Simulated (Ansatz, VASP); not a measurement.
# NaCl: VASP beside Ansatz, part 2 of 2

One calculation is typed for both programs; each brings its own data sets and cutoff. How far apart do they land? The cell is a member of a volume series, scaled by 1.015 from a relaxed one, so a pressure remains.

VASP 6.6.1 and Ansatz 0.2.0.

So far. Step 3 (Ansatz: single point, PBEsol, volume scaled by 1.015): The run ends at a pressure of -0.37 GPa.

**7. Ansatz: single point, PBEsol, volume scaled by 0.97**

Level of this step: Ansatz beside VASP: Kohn-Sham DFT, plane waves, PBEsol (Ansatz).

The same cell, functional, mesh and smearing now go to Ansatz, which takes its cutoff from its data sets.

The cell is a member of a volume series, scaled by 0.97 from a relaxed one, so a pressure remains.

input.yaml

```yaml
crystal:
  lattice:
    - [0.0, 2.77281718, 2.77281718]
    - [2.77281718, 0.0, 2.77281718]
    - [2.77281718, 2.77281718, 0.0]
  atoms:
    - { symbol: Cl, position: [0.5, 0.5, 0.5] }
    - { symbol: Na, position: [0.0, 0.0, 0.0] }
hamiltonian:
  xc: pbesol
  pseudopotentials: { kind: paw }
kpoints:
  mp_grid: { grid: [6, 6, 6] }
scf:
  occupations: { method: gaussian, width: 0.03 }
  n_extra_bands: 4
output:
  forces: true
  stress: true
  eigenvalues: true
  write_density: true
  write_potential: true
  elf: true
  volumetric_format: npy
```

Command:

```sh
> ansatz run input.yaml --threads 2 --pin off --max-ram 4608MiB --backend cpu --events-out ev --progress --plain --runs-dir out
```

Numbers of over 12 decimals in the logs are rounded to 6 here.

The log of the run:

```text
[...]
Crystal: 2 atoms, lattice volume = 42.638 Å³
Basis set: ecut = 420 eV, 869 PW (Γ), exchange–correlation on 54×54×54 points (8 copies of the dense FFT grid, shifted against one another)
Bands: 12, of which v1, the nominal top of the filled ones, is band 8 counted from 1 (7 counted from 0)
Symmetry: 48 space group operations
[...]
k-points: 16 of 216
[...]
--- Band table (eV; the first three rows and the last of 16) ---
  k-point 0: bands = [... 4 lower, -11.3175, 1.4444, 1.4444, 1.4444, 6.5716, 12.3805, 12.3805, 12.3805]
  k-point 1: bands = [... 4 lower, -11.2227, 0.7760, 1.3658, 1.3658, 7.4237, 11.6135, 12.6852, 12.6852]
  k-point 2: bands = [... 4 lower, -11.0238, -0.2495, 1.2166, 1.2166, 8.4606, 11.5932, 12.5446, 12.5446]
  k-point 15: bands = [... 4 lower, -10.8520, -0.1519, 0.4291, 0.6492, 9.8874, 10.1565, 11.9790, 13.5987]
[key lines of the parts left out:]
SCF converged after 6 iterations
Free energy (F): -2540.283269 eV
Fermi energy:    4.008136 eV
P = ⅓ Tr σ = 0.8440 GPa (8.440 kbar)
```

Run time: 0.98 s. Hardware: 2 threads of Arm Neoverse N1, shared host; peak memory 0.27 GiB; 1.6 s of CPU time.

The run ends at a pressure of 0.84 GPa.

**8. Comparison**

The two programs side by side:

```tsv
quantity	Ansatz	VASP	difference
pressure (GPa)	0.84	0.85	0.00
gap on the k mesh (eV)	5.127	5.123	+0.004
```

A gap on the mesh is an upper bound, since the band edges may lie between its points.

**9. What the set-up changes**

Further runs change the set-up of one program: Ansatz's method, potentials or start, or VASP's data sets, cutoff or form of LDA. The table gives Ansatz less VASP for each quantity, since a change that brings one quantity closer may part another.

```tsv
run	pressure (GPa)	gap on the k mesh (eV)
as above	-0.0043	0.0043
Ansatz's all-electron LAPW method	-2.7e-4	0.0041
```

**10. VASP: single point, PBEsol, volume scaled by 1.03**

A single point gives forces, pressure and levels at one fixed geometry, so differences don't come from the geometry; what else differs is listed under the comparison. The cell compared in this pair holds 45.28 Å³, against 42.64 Å³ for the pair before.

The input asks for a relaxation, which ended at its first step since no free force or stress exceeded the threshold; so it serves as a single point.

INCAR

```
SYSTEM = NaCl
PREC = Accurate
ENCUT = 500
EDIFF = 1E-07
NELM = 100
ISMEAR = 0
SIGMA = 0.03
LREAL = .FALSE.
ALGO = Normal
GGA = PS
NBANDS = 13
LORBIT = 11
LWAVE = .FALSE.
LCHARG = .FALSE.
KPAR = 4
IBRION = 2
NSW = 50
ISIF = 4
EDIFFG = -0.002
```

POSCAR

```
NaCl
1.0
    0.0000000000      2.8288487810      2.8288487810
    2.8288487810      0.0000000000      2.8288487810
    2.8288487810      2.8288487810      0.0000000000
Cl Na
1 1
Direct
    0.5000000000      0.5000000000      0.5000000000
    0.0000000000      0.0000000000      0.0000000000
```

KPOINTS

```
Automatic mesh
0
Gamma
6 6 6
0 0 0
```

Potentials, in the order of the species: Cl and Na_pv (PBE family, release 64).

Command:

```sh
> mpirun -np 4 vasp_std
```

The log of the run:

```text
[... set-up lines as in an earlier step ...]
 entering main loop
       N       E                     dE             d eps       ncg     rms          rms(c)
DAV:   1     0.964138013240E+02    0.96414E+02   -0.70660E+03   421   0.107E+03
DAV:   2     0.117374761491E+01   -0.95240E+02   -0.88118E+02   461   0.263E+02
DAV:   3    -0.701596704681E+01   -0.81897E+01   -0.81487E+01   526   0.742E+01
DAV:   4    -0.715837633989E+01   -0.14241E+00   -0.14235E+00   486   0.104E+01
[...]
DAV:  12    -0.699567008596E+01    0.12763E-05   -0.49190E-06   456   0.132E-02    0.138E-03
DAV:  13    -0.699567027197E+01   -0.18601E-06   -0.10031E-07   501   0.241E-03    0.228E-04
DAV:  14    -0.699567021322E+01    0.58751E-07   -0.88672E-09   303   0.845E-04
   1 F= -.69956702E+01 E0= -.69956702E+01  d E =-.699567E+01
[...]
reached required accuracy - stopping structural energy minimisation
```

From OUTCAR (step 10):

```text
  Total       -0.2049415     -0.2049415     -0.2049415      0.0000000      0.0000000      0.0000000
  in kB       -7.2523939     -7.2523939     -7.2523939      0.0000000      0.0000000      0.0000000
  external PRESSURE =      -7.2523939 kB  Pullay stress =       0.0000000 kB

 POSITION                                       TOTAL-FORCE (eV/Angst)
 -----------------------------------------------------------------------------------
      2.82885      2.82885      2.82885        -0.000000     -0.000000     -0.000000
      0.00000      0.00000      0.00000         0.000000      0.000000      0.000000
 -----------------------------------------------------------------------------------
    total drift:                               -0.000000      0.000000      0.000000

  FREE ENERGIE OF THE ION-ELECTRON SYSTEM (eV)
  ---------------------------------------------------
  free  energy   TOTEN  =        -6.9956702132 eV

  energy  without entropy=       -6.9956702132  energy(sigma->0) =       -6.99567021

[... 2 parts as in an earlier step ...]

[... 2 further parts left out ...]
[key lines of the parts left out:]
E-fermi :  -0.6369
```

**11. Ansatz: single point, PBEsol, volume scaled by 1.03**

The same cell, functional, mesh and smearing now go to Ansatz, which takes its cutoff from its data sets.

The cell is a member of a volume series, scaled by 1.03 from a relaxed one, so a pressure remains.

input.yaml, the sections that differ from step 7:

```yaml
crystal:
  lattice:
    - [0.0, 2.82884878, 2.82884878]
    - [2.82884878, 0.0, 2.82884878]
    - [2.82884878, 2.82884878, 0.0]
  atoms:
    - { symbol: Cl, position: [0.5, 0.5, 0.5] }
    - { symbol: Na, position: [0.0, 0.0, 0.0] }
output:
  forces: true
  stress: true
  eigenvalues: true
# hamiltonian, kpoints, scf: as in step 7
```

Command:

```sh
> ansatz run input.yaml --threads 2 --pin off --max-ram 4608MiB --backend cpu --events-out ev --progress --plain --runs-dir out
```

The log of the run:

```text
[...]
Crystal: 2 atoms, lattice volume = 45.275 Å³
Basis set: ecut = 420 eV, 893 PW (Γ), exchange–correlation on 54×54×54 points (8 copies of the dense FFT grid, shifted against one another)
Bands: 12, of which v1, the nominal top of the filled ones, is band 8 counted from 1 (7 counted from 0)
Symmetry: 48 space group operations
[...]
k-points: 16 of 216
[...]
--- Band table (eV; the first three rows and the last of 16) ---
  k-point 0: bands = [... 4 lower, -11.6426, 0.9772, 0.9772, 0.9772, 5.8787, 11.8666, 11.8666, 11.8666]
  k-point 1: bands = [... 4 lower, -11.5629, 0.3677, 0.9081, 0.9081, 6.6959, 11.0767, 12.1431, 12.1431]
  k-point 2: bands = [... 4 lower, -11.3968, -0.5669, 0.7765, 0.7765, 7.8100, 10.8458, 11.9553, 11.9553]
  k-point 15: bands = [... 4 lower, -11.2494, -0.4720, 0.0587, 0.2592, 9.2130, 9.6507, 11.2396, 12.8145]
[key lines of the parts left out:]
SCF converged after 7 iterations
Free energy (F): -2540.283600 eV
Fermi energy:    3.428052 eV
P = ⅓ Tr σ = -0.7144 GPa (-7.144 kbar)
```

The job ended after 0.84 s (2 threads; peak memory 0.26 GiB).

The run ends at a pressure of -0.71 GPa.

**12. Side by side**

Compared:

```tsv
quantity	Ansatz	VASP	difference
pressure (GPa)	-0.71	-0.73	+0.01
gap on the k mesh (eV)	4.902	4.898	+0.004
```

A gap on the mesh is an upper bound, since the band edges may lie between its points.

**13. What the set-up changes**

Further runs change the set-up of one program: Ansatz's method, potentials or start, or VASP's data sets, cutoff or form of LDA. The table gives Ansatz less VASP for each quantity, since a change that brings one quantity closer may part another.

```tsv
run	pressure (GPa)	gap on the k mesh (eV)
as above	0.011	0.0038
Ansatz's all-electron LAPW method	0.015	0.0038
```

**14. Results**

* difference in gap on the k mesh (single point, PBEsol, volume scaled by 1.015): 0.0039 eV
* difference in gap on the k mesh (single point, PBEsol, volume scaled by 0.97): 0.0043 eV
* difference in gap on the k mesh (single point, PBEsol, volume scaled by 1.03): 0.0038 eV

In words: The difference in gap on the k mesh is 0.0043 eV (single point, PBEsol, volume scaled by 0.97), within the 0.08 eV picked in this series as the mark of a large difference. Single point, PBEsol, volume scaled by 1.015, Ansatz's all-electron LAPW method: the difference in pressure goes from 0.0075 to 0.011 GPa. Single point, PBEsol, volume scaled by 0.97, Ansatz's all-electron LAPW method: the difference in pressure goes from -0.0043 to -2.7e-4 GPa. Single point, PBEsol, volume scaled by 1.03, Ansatz's all-electron LAPW method: the difference in pressure goes from 0.011 to 0.015 GPa. 2 further runs of this series are not shown here. How closely two codes agree says nothing of how well the functional describes the real material.

[Lines on the potential files, build, host, timing and source positions are cut from VASP's logs without a mark.]

[Logs are printed without paths, hosts, clocks, repeated set-up lines and the standing remarks that a program may print on its own settings, such as how far it seeks lower states.]

[Hosts, paths, dates, database ids (printed as entryN), source tags and the programs' standing remarks are cut or masked in the printed files.]
